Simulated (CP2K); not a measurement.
Set up this calculation in CP2K 2026.2, as the native input.

| Property | Result |
| --- | --- |
| Task | band structure |
| Functional | r2SCAN |
| Potentials or basis | POTENTIAL_UZH Ge GTH-SCAN-q4; TZVP-MOLOPT-SCAN-GTH basis |
| Density cutoff | 9184 eV |
| k mesh | 10 × 10 × 6 |
| Occupations | fermi-dirac, width 0.01 eV |
| Spin | no spin polarisation |
| SCF solver | diagonalisation with k points |
| Quickstep method | GPW |
| EPS_DEFAULT | 1.0E-9 |
| EPS_SCF | 1.0E-6 |
| MAX_SCF | 100 |
| SCF_GUESS | ATOMIC |
| k points reduced by the point group | yes |
| Mesh centred on Gamma | yes |
| CHOLESKY | OFF |
| EPS_EIGVAL | 1.0E-7 |
| MIXING METHOD | BROYDEN_MIXING |
| MIXING ALPHA | 0.4 |
| NBUFFER | 8 |
| NGRIDS | 4 |
| Basis sets | Ge TZVP-MOLOPT-SCAN-GTH-q4 |
| Potentials | Ge GTH-SCAN-q4 of POTENTIAL_UZH |
| ADDED_MOS | [10] |
| Points a segment of the path (NPOINTS) | 10 |
| Bands added on the path | 6 |
| REL_CUTOFF (Ry) | 60 Ry |
| MIXING BETA (1/bohr) | 1.5 1/bohr |
| CUTOFF of the grids | 675 Ry |

Ge:

```
Ge
1.0
     2.99111    0.00000    0.00000
    -1.51052    2.58168    0.00000
     0.00000    0.00000    4.72760
Ge
2
Cartesian
  -0.0095 1.7208 1.1819
  1.4901 0.8609 3.5457
```

This isn't the form of Ge at room conditions, which is diamond.

One way to write it, as run:

ge_bands.inp

```
&GLOBAL
  PROJECT ge_bands
  RUN_TYPE ENERGY_FORCE
  PRINT_LEVEL LOW
&END GLOBAL
&FORCE_EVAL
  METHOD QS
  STRESS_TENSOR ANALYTICAL
  &DFT
    BASIS_SET_FILE_NAME BASIS_MOLOPT_UZH
    POTENTIAL_FILE_NAME POTENTIAL_UZH
    &MGRID
      CUTOFF 675
      REL_CUTOFF 60
      NGRIDS 4
    &END MGRID
    &QS
      METHOD GPW
      EPS_DEFAULT 1.0E-9
    &END QS
    &KPOINTS
      SCHEME MONKHORST-PACK 10 10 6
      GAMMA_CENTERED T
      SYMMETRY T
      SYMMETRY_BACKEND SPGLIB
    &END KPOINTS
    &SCF
      SCF_GUESS ATOMIC
      EPS_SCF 1.0E-6
      MAX_SCF 100
      ADDED_MOS 10
      CHOLESKY OFF
      EPS_EIGVAL 1.0E-7
      &DIAGONALIZATION ON
        ALGORITHM STANDARD
      &END DIAGONALIZATION
      &MIXING ON
        METHOD BROYDEN_MIXING
        ALPHA 0.4
        BETA 1.5
        NBUFFER 8
      &END MIXING
      &SMEAR ON
        METHOD FERMI_DIRAC
        ELECTRONIC_TEMPERATURE [K] 116.045
      &END SMEAR
    &END SCF
    &XC
      &XC_FUNCTIONAL
        &MGGA_X_R2SCAN
        &END MGGA_X_R2SCAN
        &MGGA_C_R2SCAN
        &END MGGA_C_R2SCAN
      &END XC_FUNCTIONAL
    &END XC
    &PRINT
      &KPOINTS ON
      &END KPOINTS
      &MULLIKEN ON
      &END MULLIKEN
      &MO ON
        ENERGIES T
        OCCUPATION_NUMBERS T
        &EACH
          QS_SCF 0
        &END EACH
        ADD_LAST NUMERIC
      &END MO
      &BAND_STRUCTURE
        FILE_NAME bands.bs
        ADDED_MOS 6
        &KPOINT_SET
          UNITS B_VECTOR
          NPOINTS 10
          SPECIAL_POINT GAMMA 0.00000000 0.00000000 0.00000000
          SPECIAL_POINT X 0.33222539 0.33222539 0.00000000
          SPECIAL_POINT S 0.00000000 0.50000000 0.00000000
          SPECIAL_POINT R 0.00000000 0.50000000 0.50000000
          SPECIAL_POINT A 0.33222539 0.33222539 0.50000000
          SPECIAL_POINT Z 0.00000000 0.00000000 0.50000000
          SPECIAL_POINT GAMMA 0.00000000 0.00000000 0.00000000
          SPECIAL_POINT Y -0.50000000 0.50000000 0.00000000
          SPECIAL_POINT X1 -0.33222539 0.66777461 0.00000000
          SPECIAL_POINT A1 -0.33222539 0.66777461 0.50000000
          SPECIAL_POINT T -0.50000000 0.50000000 0.50000000
          SPECIAL_POINT Y -0.50000000 0.50000000 0.00000000
        &END KPOINT_SET
        &KPOINT_SET
          UNITS B_VECTOR
          NPOINTS 10
          SPECIAL_POINT Z 0.00000000 0.00000000 0.50000000
          SPECIAL_POINT T -0.50000000 0.50000000 0.50000000
        &END KPOINT_SET
      &END BAND_STRUCTURE
    &END PRINT
  &END DFT
  &SUBSYS
    &CELL
      A 2.9911060964 0.0000000000 0.0000000000
      B -1.5105156818 2.5816773723 0.0000000000
      C 0.0000000000 0.0000000000 4.7275957900
      PERIODIC XYZ
    &END CELL
    &COORD
      Ge  -0.0094650703 1.7208257528 1.1818989475
      Ge  1.4900554849 0.8608516195 3.5456968425
    &END COORD
    &KIND Ge
      BASIS_SET TZVP-MOLOPT-SCAN-GTH-q4
      POTENTIAL GTH-SCAN-q4
    &END KIND
    &PRINT
      &ATOMIC_COORDINATES ON
      &END ATOMIC_COORDINATES
      &CELL ON
      &END CELL
    &END PRINT
  &END SUBSYS
  &PRINT
    &FORCES ON
    &END FORCES
    &STRESS_TENSOR ON
    &END STRESS_TENSOR
  &END PRINT
&END FORCE_EVAL
```

Potentials or basis: POTENTIAL_UZH Ge GTH-SCAN-q4; TZVP-MOLOPT-SCAN-GTH basis.

Launch:

```bash
$ OMP_NUM_THREADS=1 cp2k.psmp -i ge_bands.inp -o ge_bands.out
```

It gave:

* Pressure: -0.9 GPa
* Largest force: 0.016 eV/Å
* Band gap on the k mesh: none (metal or under the smearing width)

Caveat: the basis of atomic orbitals isn't converged, which shifts pressures, moduli and gaps.

It took 25 s on 1 thread of Arm Neoverse V1, with other jobs on the host, peak memory 0.28 GiB.
